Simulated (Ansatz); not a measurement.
Lu:

```
Lu
1.0
     3.50310    0.00000    0.00000
    -1.75155    3.03377    0.00000
     0.00000    0.00000    5.55090
Lu
2
Direct
  0.66667 0.33333 0.75000
  0.33333 0.66667 0.25000
```

Base run:

- Program: Ansatz 0.2.0
- Functional: PBEsol
- Potentials or basis: all-electron LAPW, inner shells corrected to Dirac's equation
- Cutoff: 173 eV (chosen from the basis error)
- Basis error allowed: 0.001 eV/atom
- k mesh: 9 × 9 × 5
- Occupations: fermi-dirac, width 0.05 eV
- Spin: no spin polarisation

Its results: pressure -3.0 GPa.

**Question.** The run is repeated on the same cell with these changes: potentials or basis from all-electron LAPW, inner shells corrected to Dirac's equation to all-electron LAPW, non-relativistic. What comes out?

**Answer.** Pressure 0.3 GPa.

Caveats: relativity is left out, which matters for the heavier elements (some runs).
